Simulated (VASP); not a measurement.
# MgS (F-43m) in VASP: a series of runs

The runs below take MgS through single point, relaxation of cell and atoms, with LDA.

All numbers are computed with VASP 6.6.1; they aren't measurements. Logs are shortened: lines on timing, memory, paths and dates and some standing lists are left out, and cuts for length are marked.

## 1. Starting point

Symmetry: F-43m, No. 216, cubic system. Conventional cell: a = 5.594 Å, b = 5.594 Å, c = 5.594 Å, α = 90.00°, β = 90.00°, γ = 90.00°. Around Mg (site symmetry -43m) lie 4 S at 2.42 Å. S (site symmetry -43m) has 4 Mg at 2.42 Å as nearest neighbours.

The cell was built by a generator and needn't be a form met in nature.

## 2. Single point, LDA

Input file INCAR:

```
PREC = Accurate
ENCUT = 520
EDIFF = 1E-7
ISMEAR = 0
SIGMA = 0.02
LREAL = False
LASPH = True
NELM = 100
ALGO = Normal
ISIF = 2
LWAVE = False
LCHARG = False
NBANDS = 11
```

Input file KPOINTS:

```
regular mesh
0
Gamma
  8 8 8
```

Input file POSCAR:

```
MgS
1.0
    0.0000000000      2.7969475118      2.7969475118
    2.7969475118      0.0000000000      2.7969475118
    2.7969475118      2.7969475118      0.0000000000
Mg S
1 1
Direct
    0.0000000000      0.0000000000      0.0000000000
    0.2500000000      0.2500000000      0.2500000000
```

Potentials or basis: VASP PAW LDA potentials, release 64 (Mg, S).

On the command line:

```bash
$ cat potpaw_LDA.64/Mg/POTCAR potpaw_LDA.64/S/POTCAR > POTCAR
$ mpirun -np 1 vasp_std > vasp.out
```

OUTCAR:

```text
PREC = Accurate
   ENCUT = 520
   EDIFF = 1E-7
   ISMEAR = 0
   LREAL = False
   LASPH = True
   NELM = 100
   ISIF = 2

 ion  position               nearest neighbor table
   1  0.000  0.000  0.000-   2 2.42   2 2.42   2 2.42   2 2.42
   2  0.250  0.250  0.250-   1 2.42   1 2.42   1 2.42   1 2.42

  LATTYP: Found a face centered cubic cell.
 ALAT       =     5.5938950236

  Lattice vectors:

 A1 = (   0.0000000000,   2.7969475118,   2.7969475118)
 A2 = (   2.7969475118,   0.0000000000,   2.7969475118)
 A3 = (   2.7969475118,   2.7969475118,   0.0000000000)

Analysis of symmetry for initial positions (statically):
=====================================================================
 Subroutine PRICEL returns:
 Original cell was already a primitive cell.

 Routine SETGRP: Setting up the symmetry group for a
 face centered cubic supercell.

 Subroutine GETGRP returns: Found 24 space group operations
 (whereof 24 operations were pure point group operations)
 out of a pool of 48 trial point group operations.

The static configuration has the point symmetry T_d .

Analysis of symmetry for dynamics (positions and initial velocities):
=====================================================================
 Subroutine PRICEL returns:
 Original cell was already a primitive cell.

 Routine SETGRP: Setting up the symmetry group for a
 face centered cubic supercell.

 Subroutine GETGRP returns: Found 24 space group operations
 (whereof 24 operations were pure point group operations)
 out of a pool of 48 trial point group operations.

The dynamic configuration has the point symmetry T_d .

 Subroutine INISYM returns: Found 24 space group operations
 (whereof 24 operations are pure point group operations),
 and found     1 'primitive' translations

----------------------------------------------------------------------------------------

                                     Primitive cell

  volume of cell :      43.7606

  direct lattice vectors                    reciprocal lattice vectors
     0.000000000  2.796947512  2.796947512    -0.178766315  0.178766315  0.178766315
     2.796947512  0.000000000  2.796947512     0.178766315 -0.178766315  0.178766315
     2.796947512  2.796947512  0.000000000     0.178766315  0.178766315 -0.178766315

  length of vectors
     3.955481104  3.955481104  3.955481104     0.309632340  0.309632340  0.309632340

  position of ions in fractional coordinates (direct lattice)
     0.000000000  0.000000000  0.000000000
     0.250000000  0.250000000  0.250000000

  ion indices of the primitive-cell ions
[... 80 lines left out ...]
   NFREE  =      0    steps in history (QN), initial steepest desc. (CG)
   ISIF   =      2    stress and relaxation
   ISYM   =      2    0-nonsym 1-usesym 2-fastsym
   POTIM  = 0.5000    time-step for ionic-motion
   TEBEG  =    0.0;   TEEND  =   0.0 temperature during run
   PSTRESS=    0.0 pullay stress
   NELECT =       8.0000    total number of electrons
   NUPDOWN=      -1.0000    fix difference up-down
   EMIN   =  10.00;   EMAX   =-10.00  energy-range for DOS
   EFERMI =   0.00;   METHOD = LEGACY
   ISMEAR =     0;   SIGMA  =   0.02  broadening in eV -4-tet -1-fermi 0-gaus
   EFERMI_NEDOS =   21; number of points for ismear=-14 and -15
   IALGO  =     38    algorithm
   IMIX   =      4    mixing-type and parameters
     AMIX     =   0.40;   BMIX     =  1.00
     AMIX_MAG =   1.60;   BMIX_MAG =  1.00
  volume/ion in A,a.u.               =      21.88       147.66
  Fermi-wavevector in a.u.,A,eV,Ry     =   0.929131  1.755804 11.745710  0.863285
  Thomas-Fermi vector in A             =   2.055382
   LORBIT       =      0    0 simple, 1 ext, 2 COOP (PROOUT), +10 PAW based schemes
   GGA     = CA    functional components
   LHFCALC =     F    Hartree Fock is set to
   AEXX    =    0.0000 exact exchange contribution
   IVDW    =     0    specifies the selected vdW correction
   LEPSILON=     F    determine dielectric tensor
   LRPA    =     F    only Hartree local field effects (RPA)
 non-spin polarized calculation
 Gauss-broadening in eV      SIGMA  =   0.02
  energy-cutoff  :      520.00
  volume of cell :       43.76
 maximum number of plane-waves:      1243
 NGX is ok and might be reduce to    30
   NGX = 15   NGY = 15   NGZ = 15

 number of electron       8.0000000 magnetization

 Free energy of the ion-electron system (eV)
  ---------------------------------------------------
  ext. energy  EPLUGINS =         0.00000000
  ---------------------------------------------------
  free energy    TOTEN  =        -9.39358262 eV

  energy without entropy =       -9.39358262  energy(sigma->0) =       -9.39358262

 E-fermi :   1.2786     XC(G=0):  -8.8998

 val. band max:        1.1267503749   @ k =   0.0000   0.0000   0.0000
 cond. band min:       4.5034789758   @ k =   0.0000   0.0000   0.0000
 fundamental gap:      3.3767286009
 Fermi energy:         1.2785593526

 k-point     1 :       0.0000    0.0000    0.0000
  band No.  band energies     occupation
      1     -10.2348      2.00000
      2       1.1268      2.00000
      3       1.1268      2.00000
      4       1.1268      2.00000
      5       4.5035      0.00000
      6       8.9861      0.00000
      7       8.9861      0.00000
      8       8.9861      0.00000
      9      11.9432      0.00000
     10      11.9432      0.00000
     11      14.7804      0.00000
[... 309 lines left out ...]
 k-point    24 :      -0.3750    0.2500    0.1250
  band No.  band energies     occupation
      1      -9.3529      2.00000
      2      -1.8354      2.00000
      3      -0.2641      2.00000
      4       0.4329      2.00000
      5       7.0339      0.00000
      6       7.5269      0.00000
      7       9.8701      0.00000
      8       9.9055      0.00000
      9      12.5180      0.00000
     10      13.9614      0.00000
     11      15.4398      0.00000

 [... further k-points ...]
[... 5 lines left out ...]
  --------------------------------------------------------------------------------------
  -------------------------------------------------------------------------------------
  Total       -0.0943931     -0.0943931     -0.0943931      0.0000000      0.0000000      0.0000000
  in kB       -3.4559522     -3.4559522     -3.4559522      0.0000000      0.0000000      0.0000000
  external PRESSURE =      -3.4559522 kB  Pullay stress =       0.0000000 kB

 VOLUME and BASIS-vectors are now :
 -----------------------------------------------------------------------------
  energy-cutoff  :      520.00
  volume of cell :       43.76
      direct lattice vectors                 reciprocal lattice vectors
     0.000000000  2.796947512  2.796947512    -0.178766315  0.178766315  0.178766315
     2.796947512  0.000000000  2.796947512     0.178766315 -0.178766315  0.178766315
     2.796947512  2.796947512  0.000000000     0.178766315  0.178766315 -0.178766315

 POSITION                                       TOTAL-FORCE (eV/Angst)
 -----------------------------------------------------------------------------------
      0.00000      0.00000      0.00000         0.000000      0.000000      0.000000
      1.39847      1.39847      1.39847        -0.000000     -0.000000     -0.000000
 -----------------------------------------------------------------------------------
    total drift:                                0.000000      0.000000      0.000000

  FREE ENERGIE OF THE ION-ELECTRON SYSTEM (eV)
  ---------------------------------------------------
  free  energy   TOTEN  =        -9.3935826215 eV

  energy  without entropy=       -9.3935826215  energy(sigma->0) =       -9.39358262
```

OSZICAR:

```text
N       E                     dE             d eps       ncg     rms          rms(c)
DAV:   1     0.220107223365E+02    0.22011E+02   -0.35412E+03   662   0.579E+02
DAV:   2    -0.820389658385E+01   -0.30215E+02   -0.28940E+02   784   0.979E+01
DAV:   3    -0.993808188234E+01   -0.17342E+01   -0.17310E+01   778   0.254E+01
DAV:   4    -0.995184610490E+01   -0.13764E-01   -0.13763E-01   774   0.271E+00
DAV:   5    -0.995199129531E+01   -0.14519E-03   -0.14519E-03   817   0.270E-01    0.413E+00
DAV:   6    -0.945090691661E+01    0.50108E+00   -0.12396E+00   704   0.408E+00    0.311E+00
DAV:   7    -0.939844342909E+01    0.52463E-01   -0.23445E-01   771   0.189E+00    0.230E+00
DAV:   8    -0.939452168424E+01    0.39217E-02   -0.14366E-02   713   0.695E-01    0.121E+00
DAV:   9    -0.939356245792E+01    0.95923E-03   -0.21933E-03   743   0.230E-01    0.366E-01
DAV:  10    -0.939358257409E+01   -0.20116E-04   -0.64866E-05   755   0.435E-02    0.128E-01
DAV:  11    -0.939358266060E+01   -0.86510E-07   -0.34538E-05   755   0.256E-02    0.427E-02
DAV:  12    -0.939358262145E+01    0.39147E-07   -0.86498E-07   774   0.505E-03
   1 F= -.93935826E+01 E0= -.93935826E+01  d E =-.628660E-29
```

stdout:

```text
POSCAR found type information on POSCAR MgS
 POSCAR found :  2 types and       2 ions
 scaLAPACK will be used
 LDA part: xc-table for (Slater(with rela. corr.)+CA(PZ))
 , standard interpolation
 POSCAR, INCAR and KPOINTS ok, starting setup
 FFT: planning ... GRIDC
 FFT: planning ... GRID_SOFT
 FFT: planning ... GRID
 WAVECAR not read
 entering main loop
```

Wall time 6.8 s (1 thread of Intel Xeon 6975P-C (Granite Rapids), shared host); peak memory 0.15 GiB.

Results:

- Free energy: -9.3936 eV
- Pressure: -0.3 GPa
- Band gap on the k mesh: 3.38 eV, direct

A k mesh can miss the band edges. Expect the measured gap to be larger: semilocal functionals such as LDA lack the derivative discontinuity.

## 3. Relaxation of cell and atoms, LDA

This run uses another cell than the first one, of 22.67 Å³/atom, 1.036 times its volume.

Input file INCAR:

```
SYSTEM = MgS
  ALGO = Normal
  EDIFF = 1E-7
  EDIFFG = -0.002
  ENCUT = 600
  GGA = CA
  IBRION = 2
  ISIF = 3
  ISMEAR = 0
  LASPH = .TRUE.
  LCHARG = .FALSE.
  LREAL = .FALSE.
  LWAVE = .FALSE.
  NELM = 100
  NSW = 100
  PREC = Accurate
  SIGMA = 0.02
```

Input file KPOINTS:

```
k-points
0
G
  8 8 8
  0 0 0
```

Input file POSCAR:

```
MgS
1.0
    0.0000000000      2.8300000000      2.8300000000
    2.8300000000      0.0000000000      2.8300000000
    2.8300000000      2.8300000000      0.0000000000
Mg S
1 1
Direct
    0.0000000000      0.0000000000      0.0000000000
    0.2500000000      0.2500000000      0.2500000000
```

Potentials or basis: VASP PAW LDA potentials, release 64 (Mg, S).

On the command line:

```bash
$ cat potpaw_LDA.64/Mg/POTCAR potpaw_LDA.64/S/POTCAR > POTCAR
$ mpirun -np 1 vasp_std > vasp.out
```

OUTCAR:

```text
SYSTEM = MgS
   EDIFF = 1E-7
   EDIFFG = -0.002
   ENCUT = 600
   GGA = CA
   IBRION = 2
   ISIF = 3
   ISMEAR = 0
   LASPH = .TRUE.
   LREAL = .FALSE.
   NELM = 100
   NSW = 100
   PREC = Accurate

 ion  position               nearest neighbor table
   1  0.000  0.000  0.000-   2 2.45   2 2.45   2 2.45   2 2.45
   2  0.250  0.250  0.250-   1 2.45   1 2.45   1 2.45   1 2.45

  LATTYP: Found a face centered cubic cell.
 ALAT       =     5.6600000000

  Lattice vectors:

 A1 = (   0.0000000000,   2.8300000000,   2.8300000000)
 A2 = (   2.8300000000,   0.0000000000,   2.8300000000)
 A3 = (   2.8300000000,   2.8300000000,   0.0000000000)

Analysis of symmetry for initial positions (statically):
=====================================================================
 Subroutine PRICEL returns:
 Original cell was already a primitive cell.

 Routine SETGRP: Setting up the symmetry group for a
 face centered cubic supercell.

 Subroutine GETGRP returns: Found 24 space group operations
 (whereof 24 operations were pure point group operations)
 out of a pool of 48 trial point group operations.

The static configuration has the point symmetry T_d .
[... 170 lines left out ...]
  -------------------------------------------------------------------------------------
  Total       -0.6592428     -0.6592428     -0.6592428      0.0000000     -0.0000000      0.0000000
  in kB      -23.3005754    -23.3005754    -23.3005754      0.0000000     -0.0000000      0.0000000
  external PRESSURE =     -23.3005754 kB  Pullay stress =       0.0000000 kB
[... 59 lines left out ...]
--------------------------------------- Ionic step        3  -------------------------------------------

 number of electron       7.9999999 magnetization

 Free energy of the ion-electron system (eV)
  ---------------------------------------------------
  ext. energy  EPLUGINS =         0.00000000
  ---------------------------------------------------
  free energy    TOTEN  =        -9.39416929 eV

  energy without entropy =       -9.39416929  energy(sigma->0) =       -9.39416929

 E-fermi :   1.3043     XC(G=0):  -8.9194

 val. band max:        1.1601125517   @ k =   0.0000   0.0000   0.0000
 cond. band min:       4.5630584877   @ k =   0.0000   0.0000   0.0000
 fundamental gap:      3.4029459360
 Fermi energy:         1.3042547579

 k-point     1 :       0.0000    0.0000    0.0000
  band No.  band energies     occupation
      1     -10.2192      2.00000
      2       1.1601      2.00000
      3       1.1601      2.00000
      4       1.1601      2.00000
      5       4.5631      0.00000
      6       9.0324      0.00000
      7       9.0324      0.00000
      8       9.0324      0.00000
[... 243 lines left out ...]
 k-point    24 :      -0.3750    0.2500    0.1250
  band No.  band energies     occupation
      1      -9.3277      2.00000
      2      -1.8177      2.00000
      3      -0.2385      2.00000
      4       0.4622      2.00000
      5       7.0734      0.00000
      6       7.5780      0.00000
      7       9.9316      0.00000
      8       9.9515      0.00000

 [... further k-points ...]
[... 5 lines left out ...]
  --------------------------------------------------------------------------------------
  -------------------------------------------------------------------------------------
  Total        0.0001983      0.0001983      0.0001983      0.0000000     -0.0000000     -0.0000000
  in kB        0.0072988      0.0072988      0.0072988      0.0000000     -0.0000000     -0.0000000
  external PRESSURE =       0.0072988 kB  Pullay stress =       0.0000000 kB
[... 17 lines left out ...]
  FREE ENERGIE OF THE ION-ELECTRON SYSTEM (eV)
  ---------------------------------------------------
  free  energy   TOTEN  =        -9.3941692853 eV

  energy  without entropy=       -9.3941692853  energy(sigma->0) =       -9.39416929

 reached required accuracy - stopping structural energy minimisation
```

OSZICAR:

```text
N       E                     dE             d eps       ncg     rms          rms(c)
DAV:   1     0.272633333752E+02    0.27263E+02   -0.37862E+03   464   0.892E+02
DAV:   2    -0.854642413334E+01   -0.35810E+02   -0.33953E+02   664   0.108E+02
DAV:   3    -0.993343786037E+01   -0.13870E+01   -0.13870E+01   544   0.305E+01
[... 22 lines left out ...]
DAV:   2    -0.939432788714E+01    0.17161E-02   -0.57608E-03   464   0.390E-01    0.101E-01
DAV:   3    -0.939418154924E+01    0.14634E-03   -0.81615E-04   552   0.158E-01    0.672E-02
DAV:   4    -0.939417662157E+01    0.49277E-05   -0.62341E-06   608   0.217E-02    0.569E-02
DAV:   5    -0.939416936800E+01    0.72536E-05   -0.58672E-06   464   0.160E-02    0.564E-03
DAV:   6    -0.939416928531E+01    0.82682E-07   -0.12521E-07   392   0.318E-03
   3 F= -.93941693E+01 E0= -.93941693E+01  d E =-.134599E-01
```

It took 9.4 s on 1 thread of Intel Xeon 6975P-C (Granite Rapids), shared host; peak memory 0.16 GiB.

Results:

| Quantity | Value |
| --- | --- |
| Free energy | -9.3942 eV |
| Relaxed volume | 21.77 Å³/atom |
| Relaxed cell | a = 3.949 Å, b = 3.949 Å, c = 3.949 Å, α = 60.00°, β = 60.00°, γ = 60.00° |
| Space group after relaxing (to 0.05 Å) | F-43m (No. 216) |
| Energy gained by relaxing | 6.7 meV/atom |
| Ionic steps | 3 |
| Pressure after relaxing | 0.0 GPa |
| Band gap on the k mesh | 3.40 eV, direct |

The path:
| step | energy change (eV) | largest force (eV/Å) | pressure (GPa) | volume (Å³) |
| --- | --- | --- | --- | --- |
| 1 | 0.0000 | 0.0000 | -2.33 | 45.33 |
| 2 | -0.0129 | 0.0000 | 0.50 | 43.20 |
| 3 | -0.0135 | 0.0000 | 0.00 | 43.54 |

Final structure:
```yaml
crystal:
  lattice:
    - [0.00000, 2.79220, 2.79220]
    - [2.79220, 0.00000, 2.79220]
    - [2.79220, 2.79220, 0.00000]
  atoms:
    - { symbol: Mg, position: [0.00000, 0.00000, 0.00000] }
    - { symbol: S, position: [0.25000, 0.25000, 0.25000] }
```

A k mesh can miss the band edges. LDA gaps usually lie below the measured ones, often by a third to a half.

## 4. Single point, LDA

Input file INCAR:

```
SYSTEM = MgS
  PREC = Accurate
  ENCUT = 520
  EDIFF = 1E-7
  ISMEAR = 0
  SIGMA = 0.02
  LREAL = .False.
  LASPH = .True.
  NELM = 100
  ALGO = Fast
  ISIF = 2
  LWAVE = .False.
  LCHARG = .False.
  NBANDS = 11
```

Input file KPOINTS:

```
regular mesh
0
Gamma
  8 8 8
  0 0 0
```

Input file POSCAR:

```
MgS
1.0
    0.0000000000      2.7969475118      2.7969475118
    2.7969475118      0.0000000000      2.7969475118
    2.7969475118      2.7969475118      0.0000000000
Mg S
1 1
Direct
    0.0000000000      0.0000000000      0.0000000000
    0.2500000000      0.2500000000      0.2500000000
```

On the command line:

```bash
$ cat potpaw_LDA.64/Mg/POTCAR potpaw_LDA.64/S/POTCAR > POTCAR
$ mpirun -np 1 vasp_std > vasp.out
```

Run time: 8.4 s. Hardware: 1 thread of Intel Xeon 6975P-C (Granite Rapids), shared host; peak memory 0.15 GiB.

The run converged. Its results:

```yaml
Free_energy: -9.3936 eV
Pressure: -0.3 GPa
Band_gap_on_the_k_mesh: 3.38 eV, direct
```

Levels at points of the mesh, in eV from the valence-band top:
```
           k point  band 1  band 2  band 3  band 4  band 5  band 6  band 7  band 8  band 9
(0.00, 0.00, 0.00)  -11.36    0.00    0.00    0.00    3.38    7.86    7.86    7.86   10.82
(0.50, 0.00, 0.00)  -10.60   -3.34   -0.35   -0.35    5.00    7.51    7.51    8.54   12.84
(0.50, 0.50, 0.00)  -10.36   -2.99   -1.10   -1.10    3.63    5.48   11.24   12.30   12.30
```
